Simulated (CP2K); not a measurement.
The system is Pd.

```xyz
1
Lattice="2.7528 0.0000 0.0000 1.3764 2.3840 0.0000 1.3764 0.7947 2.2476" Properties=species:S:1:pos:R:3 pbc="T T T"
Pd    0.0000    0.0000    0.0000
```

Base run:

* Program: CP2K 2026.2
* Functional: vdW-DF2
* Potentials or basis: POTENTIAL_UZH Pd GTH-PBE-q18; TZVP-MOLOPT-PBE-GTH basis
* Density cutoff: 10204 eV
* k mesh: 12 × 12 × 12
* Occupations: fermi-dirac, width 0.05 eV
* Spin: no spin polarisation

Its results: band gap on the k mesh none (metal or under the smearing width); pressure 27.5 GPa.

Q: After a change of settings the same cell gave: band gap on the k mesh none (metal or under the smearing width); pressure 0.5 GPa. Which change was it?
A. functional from vdW-DF2 to PBEsol
B. functional from vdW-DF2 to WC
C. functional from vdW-DF2 to LDA
D. functional from vdW-DF2 to rev-vdW-DF2

A: B.

Caveats: the potentials were made for another functional, which shifts forces and pressure; the basis of atomic orbitals isn't converged, which shifts pressures, moduli and gaps.

Runs at the PBE level aren't shown here.
